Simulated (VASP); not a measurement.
# W (Im-3m) in VASP: further runs

Runs on W. Level: r2SCAN+rVV10. Tasks: single point.

All numbers are computed with VASP 6.6.1; they aren't measurements. Logs are shortened: lines on timing, memory, paths and dates and some standing lists are left out, and cuts for length are marked.

## Step 1: The undisturbed crystal

Symmetry: Im-3m, No. 229, cubic system. Conventional cell: a = 3.165 Å, b = 3.165 Å, c = 3.165 Å, α = 90.00°, β = 90.00°, γ = 90.00°. W (site symmetry m-3m) is surrounded by 8 W at 2.74 Å.

## Step 2: Single point, r2SCAN+rVV10 (a relaxed cell with its volume scaled by 0.97)

Input file INCAR:

```
SYSTEM = W
  ALGO = Normal
  BPARAM = 11.95
  CPARAM = 0.0093
  EDIFF = 1E-7
  ENCUT = 520
  ISIF = 2
  ISMEAR = 0
  IVDW_NL = 2
  LASPH = .TRUE.
  LCHARG = .FALSE.
  LMIXTAU = .TRUE.
  LREAL = .FALSE.
  LUSE_VDW = .TRUE.
  LWAVE = .FALSE.
  METAGGA = R2SCAN
  NELM = 60
  PREC = Accurate
  SIGMA = 0.1
```

Input file KPOINTS:

```
k-points
0
G
  18 18 18
  0 0 0
```

Input file POSCAR:

```
W                                       
1.0
   -1.5676256230      1.5676256230      1.5676256230
    1.5676256230     -1.5676256230      1.5676256230
    1.5676256230      1.5676256230     -1.5676256230
  W             
     1
Direct
     0.0000000000000000    0.0000000000000000    0.0000000000000000
```

Potentials or basis: VASP PAW PBE potentials, release 64 (W_sv).

Command:

```sh
$ cat potpaw_PBE.64/W_sv/POTCAR > POTCAR
$ mpirun -np 1 vasp_std > vasp.out
```

OUTCAR:

```text
SYSTEM = W
   BPARAM = 11.95
   EDIFF = 1E-7
   ENCUT = 520
   ISIF = 2
   ISMEAR = 0
   IVDW_NL = 2
   LASPH = .TRUE.
   LREAL = .FALSE.
   METAGGA = R2SCAN
   NELM = 60
   PREC = Accurate

 ion  position               nearest neighbor table
   1  0.000  0.000  0.000-

  LATTYP: Found a body centered cubic cell.
 ALAT       =     3.1352512460

  Lattice vectors:

 A1 = (  -1.5676256230,   1.5676256230,   1.5676256230)
 A2 = (   1.5676256230,  -1.5676256230,   1.5676256230)
 A3 = (   1.5676256230,   1.5676256230,  -1.5676256230)

Analysis of symmetry for initial positions (statically):
=====================================================================
 Subroutine PRICEL returns:
 Original cell was already a primitive cell.

 Routine SETGRP: Setting up the symmetry group for a
 body centered cubic supercell.

 Subroutine GETGRP returns: Found 48 space group operations
 (whereof 48 operations were pure point group operations)
 out of a pool of 48 trial point group operations.

The static configuration has the point symmetry O_h .

Analysis of symmetry for dynamics (positions and initial velocities):
=====================================================================
 Subroutine PRICEL returns:
 Original cell was already a primitive cell.

 Routine SETGRP: Setting up the symmetry group for a
 body centered cubic supercell.

 Subroutine GETGRP returns: Found 48 space group operations
 (whereof 48 operations were pure point group operations)
 out of a pool of 48 trial point group operations.

The dynamic configuration has the point symmetry O_h .

 Subroutine INISYM returns: Found 48 space group operations
 (whereof 48 operations are pure point group operations),
 and found     1 'primitive' translations

----------------------------------------------------------------------------------------

                                     Primitive cell

  volume of cell :      15.4094

  direct lattice vectors                    reciprocal lattice vectors
    -1.567625623  1.567625623  1.567625623     0.000000000  0.318953705  0.318953705
     1.567625623 -1.567625623  1.567625623     0.318953705  0.000000000  0.318953705
     1.567625623  1.567625623 -1.567625623     0.318953705  0.318953705  0.000000000

  length of vectors
     2.715207226  2.715207226  2.715207226     0.451068655  0.451068655  0.451068655

  position of ions in fractional coordinates (direct lattice)
     0.000000000  0.000000000  0.000000000

  ion indices of the primitive-cell ions
   primitive index   ion index
                 1           1

----------------------------------------------------------------------------------------

 KPOINTS: k-points

Automatic generation of k-mesh.
 Grid dimensions read from file:
 generate k-points for:   18   18   18

 Generating k-lattice:

  Cartesian coordinates                     Fractional coordinates (reciprocal lattice)
     0.000000000  0.017719650  0.017719650     0.055555556  0.000000000  0.000000000
     0.017719650  0.000000000  0.017719650     0.000000000  0.055555556  0.000000000
     0.017719650  0.017719650  0.000000000     0.000000000  0.000000000  0.055555556

  Length of vectors
     0.025059370  0.025059370  0.025059370

  Shift w.r.t. Gamma in fractional coordinates (k-lattice)
     0.000000000  0.000000000  0.000000000

 Subroutine IBZKPT returns following result:
 ===========================================

 Found    195 irreducible k-points:

 Following reciprocal coordinates:
            Coordinates               Weight
  0.000000  0.000000  0.000000      1.000000
  0.055556  0.000000  0.000000     12.000000
  0.111111  0.000000  0.000000     12.000000
  0.166667  0.000000  0.000000     12.000000
  0.222222  0.000000  0.000000     12.000000
  0.277778  0.000000  0.000000     12.000000
[... 16 lines left out ...]
  0.333333  0.111111  0.000000     48.000000
  0.388889  0.111111  0.000000     48.000000
 [... further k-points ...]
   k-points           NKPTS =    195   k-points in BZ     NKDIM =    195   number of bands    NBANDS=     11
   number of dos      NEDOS =    301   number of ions     NIONS =      1
   total plane-waves  NPLWV =   8000
   dimension x,y,z NGX =    20 NGY =   20 NGZ =   20
   dimension x,y,z NGXF=    40 NGYF=   40 NGZF=   40
   ions per type =               1
   NGX,Y,Z   is equivalent  to a cutoff of  12.25, 12.25, 12.25 a.u.
   NGXF,Y,Z  is equivalent  to a cutoff of  24.49, 24.49, 24.49 a.u.
 SYSTEM =  W
   PREC   = accura    normal or accurate (medium, high low for compatibility)
   ISTART =      0    job   : 0-new  1-cont  2-samecut
   ICHARG =      2    charge: 1-file 2-atom 10-const
   ISPIN  =      1    spin polarized calculation?
   LNONCOLLINEAR =      F non collinear calculations
   LSORBIT =      F    spin-orbit coupling
   LASPH  =      T    aspherical Exc in radial PAW
   ENCUT  =  520.0 eV  38.22 Ry    6.18 a.u.   5.05  5.05  5.05*2*pi/ulx,y,z
   NELM   =     60;   NELMIN=  2; NELMDL= -5     # of ELM steps
   EDIFF  = 0.1E-06   stopping-criterion for ELM
   LREAL  =      F    real-space projection
   EDIFFG = 0.1E-05   stopping-criterion for IOM
   NSW    =      0    number of steps for IOM
   IBRION =     -1    ionic relax: 0-MD 1-quasi-New 2-CG
   NFREE  =      0    steps in history (QN), initial steepest desc. (CG)
   ISIF   =      2    stress and relaxation
   ISYM   =      2    0-nonsym 1-usesym 2-fastsym
   POTIM  = 0.5000    time-step for ionic-motion
   TEBEG  =    0.0;   TEEND  =   0.0 temperature during run
   PSTRESS=    0.0 pullay stress
   NELECT =      14.0000    total number of electrons
   NUPDOWN=      -1.0000    fix difference up-down
   EMIN   =  10.00;   EMAX   =-10.00  energy-range for DOS
   EFERMI =   0.00;   METHOD = LEGACY
   ISMEAR =     0;   SIGMA  =   0.10  broadening in eV -4-tet -1-fermi 0-gaus
   EFERMI_NEDOS =   21; number of points for ismear=-14 and -15
   IALGO  =     38    algorithm
   IMIX   =      4    mixing-type and parameters
     AMIX     =   0.40;   BMIX     =  1.00
     AMIX_MAG =   1.60;   BMIX_MAG =  1.00
  volume/ion in A,a.u.               =      15.41       103.99
  Fermi-wavevector in a.u.,A,eV,Ry     =   1.585581  2.996314 34.205969  2.514068
  Thomas-Fermi vector in A             =   2.685024
   LORBIT       =      0    0 simple, 1 ext, 2 COOP (PROOUT), +10 PAW based schemes
   METAGGA = R2SCAN    functional components
   LHFCALC =     F    Hartree Fock is set to
   AEXX    =    0.0000 exact exchange contribution
   IVDW_NL    =     2    kernel type
   BPARAM     =11.9500
   IVDW    =     0    specifies the selected vdW correction
   LEPSILON=     F    determine dielectric tensor
   LRPA    =     F    only Hartree local field effects (RPA)
 non-spin polarized calculation
 Gauss-broadening in eV      SIGMA  =   0.10
  energy-cutoff  :      520.00
  volume of cell :       15.41
 maximum number of plane-waves:       430
   NGX =  9   NGY =  9   NGZ =  9

 number of electron      14.0000004 magnetization

 Free energy of the ion-electron system (eV)
  ---------------------------------------------------
  ext. energy  EPLUGINS =         0.00000000
  ---------------------------------------------------
  free energy    TOTEN  =       -51.11943288 eV

  energy without entropy =      -51.11610914  energy(sigma->0) =      -51.11777101

 E-fermi :  11.6887     XC(G=0): -15.1618

 val. band max:       11.6842459708   @ k =  -0.2222   0.2778   0.1111
 cond. band min:      11.7033579667   @ k =  -0.3889   0.3889   0.2778
 fundamental gap:      0.0191119960
 Fermi energy:        11.6887078731

 k-point     1 :       0.0000    0.0000    0.0000
  band No.  band energies     occupation
      1     -64.3593      2.00000
      2     -27.1724      2.00000
      3     -27.1724      2.00000
      4     -27.1724      2.00000
      5       1.3929      2.00000
      6      10.3691      2.00000
      7      10.3691      2.00000
      8      10.3691      2.00000
      9      14.3275      0.00000
     10      14.3275      0.00000
     11      27.0025      0.00000

 k-point     2 :       0.0556    0.0000    0.0000
  band No.  band energies     occupation
      1     -64.3543      2.00000
      2     -27.2221      2.00000
      3     -27.1876      2.00000
      4     -27.1727      2.00000
      5       1.5551      2.00000
      6      10.2676      2.00000
      7      10.3451      2.00000
      8      10.5251      2.00000
      9      14.1595      0.00000
     10      14.3262      0.00000
     11      27.1435      0.00000

 k-point     3 :       0.1111    0.0000    0.0000
  band No.  band energies     occupation
      1     -64.3395      2.00000
      2     -27.3633      2.00000
      3     -27.2311      2.00000
      4     -27.1735      2.00000
      5       2.0228      2.00000
      6       9.9881      2.00000
      7      10.2452      2.00000
      8      10.9882      2.00000
      9      13.8001      0.00000
     10      14.3313      0.00000
     11      27.4990      0.00000

 k-point     4 :       0.1667    0.0000    0.0000
  band No.  band energies     occupation
      1     -64.3169      2.00000
      2     -27.5751      2.00000
      3     -27.2972      2.00000
      4     -27.1748      2.00000
      5       2.7351      2.00000
      6       9.5904      2.00000
      7      10.0266      2.00000
      8      11.7423      0.44826
      9      13.5318      0.00000
     10      14.3645      0.00000
     11      27.8218      0.00000

 k-point     5 :       0.2222    0.0000    0.0000
  band No.  band energies     occupation
      1     -64.2889      2.00000
      2     -27.8277      2.00000
      3     -27.3772      2.00000
      4     -27.1765      2.00000
      5       3.5741      2.00000
      6       9.1441      2.00000
      7       9.7614      2.00000
      8      12.7587      0.00000
      9      13.5141      0.00000
     10      14.4485      0.00000
     11      27.6664      0.00000
[... 211 lines left out ...]
 k-point    21 :       0.2222    0.1111    0.0000
  band No.  band energies     occupation
      1     -64.2500      2.00000
      2     -28.1224      2.00000
      3     -27.4768      2.00000
      4     -27.2392      2.00000
      5       4.7602      2.00000
      6       8.7244      2.00000
      7       9.2506      2.00000
      8      13.2907      0.00000
      9      14.6616      0.00000
     10      14.9862      0.00000
     11      27.1129      0.00000

 k-point    22 :       0.2778    0.1111    0.0000
  band No.  band energies     occupation
      1     -64.2236      2.00000
      2     -28.3240      2.00000
      3     -27.5708      2.00000
      4     -27.2437      2.00000
      5       5.2676      2.00000
      6       8.3775      2.00000
      7       9.5460      2.00000
      8      13.5977      0.00000
      9      15.1109      0.00000
     10      16.0959      0.00000
     11      25.8532      0.00000

 k-point    23 :       0.3333    0.1111    0.0000
  band No.  band energies     occupation
      1     -64.2019      2.00000
      2     -28.4842      2.00000
      3     -27.6479      2.00000
      4     -27.2469      2.00000
      5       5.4228      2.00000
      6       8.1234      2.00000
      7      10.2531      2.00000
      8      13.9085      0.00000
      9      15.2641      0.00000
     10      17.4863      0.00000
     11      24.6872      0.00000

 k-point    24 :       0.3889    0.1111    0.0000
  band No.  band energies     occupation
      1     -64.1878      2.00000
      2     -28.5870      2.00000
      3     -27.6983      2.00000
      4     -27.2488      2.00000
      5       5.4071      2.00000
      6       7.9678      2.00000
      7      11.0196      2.00000
      8      14.0226      0.00000
      9      15.4922      0.00000
     10      18.6042      0.00000
     11      23.6324      0.00000

 [... further k-points ...]

------------------------ aborting loop because EDIFF is reached ----------------------------------------

  FORCE on cell =-STRESS in cart. coord.  units (eV):
  Direction    XX          YY          ZZ          XY          YZ          ZX
  --------------------------------------------------------------------------------------
  -------------------------------------------------------------------------------------
  Total        1.0149230      1.0149230      1.0149230      0.0000000      0.0000000     -0.0000000
  in kB      105.5253049    105.5253049    105.5253049      0.0000000      0.0000000     -0.0000000
  external PRESSURE =     105.5253049 kB  Pullay stress =       0.0000000 kB

 VOLUME and BASIS-vectors are now :
 -----------------------------------------------------------------------------
  energy-cutoff  :      520.00
  volume of cell :       15.41
      direct lattice vectors                 reciprocal lattice vectors
    -1.567625623  1.567625623  1.567625623     0.000000000  0.318953705  0.318953705
     1.567625623 -1.567625623  1.567625623     0.318953705  0.000000000  0.318953705
     1.567625623  1.567625623 -1.567625623     0.318953705  0.318953705  0.000000000

 POSITION                                       TOTAL-FORCE (eV/Angst)
 -----------------------------------------------------------------------------------
      0.00000      0.00000      0.00000         0.000000      0.000000     -0.000000
 -----------------------------------------------------------------------------------
    total drift:                                0.000000     -0.000000      0.000000

  FREE ENERGIE OF THE ION-ELECTRON SYSTEM (eV)
  ---------------------------------------------------
  free  energy   TOTEN  =       -51.1194328838 eV

  energy  without entropy=      -51.1161091374  energy(sigma->0) =      -51.11777101
```

Wall time 70 s (1 thread of Intel Xeon 6975P-C (Granite Rapids), shared host); peak memory 0.2 GiB.

Results:

| Quantity | Value |
| --- | --- |
| Free energy | -51.1194 eV |
| Pressure | 10.6 GPa |
| Band gap on the k mesh | none (metal or under the smearing width) |

Levels at points of the mesh, in eV from the Fermi level:
| k point | band 5 | band 6 | band 7 | band 8 | band 9 | band 10 |
| --- | --- | --- | --- | --- | --- | --- |
| (0.00, 0.00, 0.00) | -10.30 | -1.32 | -1.32 | -1.32 | 2.64 | 2.64 |
| (0.50, 0.00, 0.00) | -6.76 | -3.89 | 0.63 | 2.50 | 3.59 | 6.63 |
| (0.50, 0.50, 0.50) | -6.27 | -6.27 | 5.57 | 5.57 | 5.57 | 8.78 |

Caveat: the PAW data sets were made with another functional, which shifts forces and pressure a little.

[end of part 1 of 2]
